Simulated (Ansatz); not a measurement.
## SnO (Cmce), generalised stacking fault

Theory: DFT r2SCAN, scalar-relativistic, plane waves, PAW in Ansatz. The runs took a 500 eV cutoff, a Γ-centred 9×9×4 mesh and Gaussian smearing (0.03 eV). No spin polarisation. Energies are free energies at this smearing, counted from the undisturbed cell; pressure is positive in compression.

The undisturbed cell (relaxed at this level):

```
Sn O
1.0
    -2.69244    2.69253    0.00000
    -2.69244   -2.69253    0.00000
     0.00000    0.00000    9.87555
Sn O
4 4
Direct
  0.00007 0.99993 0.36617
  0.99993 0.00007 0.86617
  0.49993 0.50007 0.63383
  0.50007 0.49993 0.13383
  0.99990 0.50010 0.75000
  0.00010 0.49990 0.25000
  0.49990 0.00010 0.75000
  0.50010 0.99990 0.25000
```

The cut lies on the cell's a–b face, a (0 0 1) plane (indices in the standard cell, whose axes needn't be the Cartesian ones shown) of area 14.50 Å², between layers 2.64 Å apart. Vector c is tilted by f times 1·a + 0·b (length 3.808 Å) with the atoms' Cartesian places fixed: one unrelaxed fault a cell.

```csv
f,γ (mJ/m²)
0.0000,0
0.1000,41
0.2000,163
0.3000,354
0.4000,576
0.5000,723
0.6000,575
0.7000,353
0.8000,163
0.9000,41
```

(1) Predict the gap on the mesh (eV) at each point.

Answers

(1)
```
     f gap on the mesh (eV)
0.0000                  0.50
0.1000                  0.48
0.2000                  0.48
0.3000                  0.52
0.4000                  0.54
0.5000                  0.11
0.6000                  0.54
0.7000                  0.52
0.8000                  0.49
0.9000                  0.49
```

Cost: 10 runs of about 7.1 core-minutes in all, on AMD EPYC 9R45 (Zen 5) (shared hosts).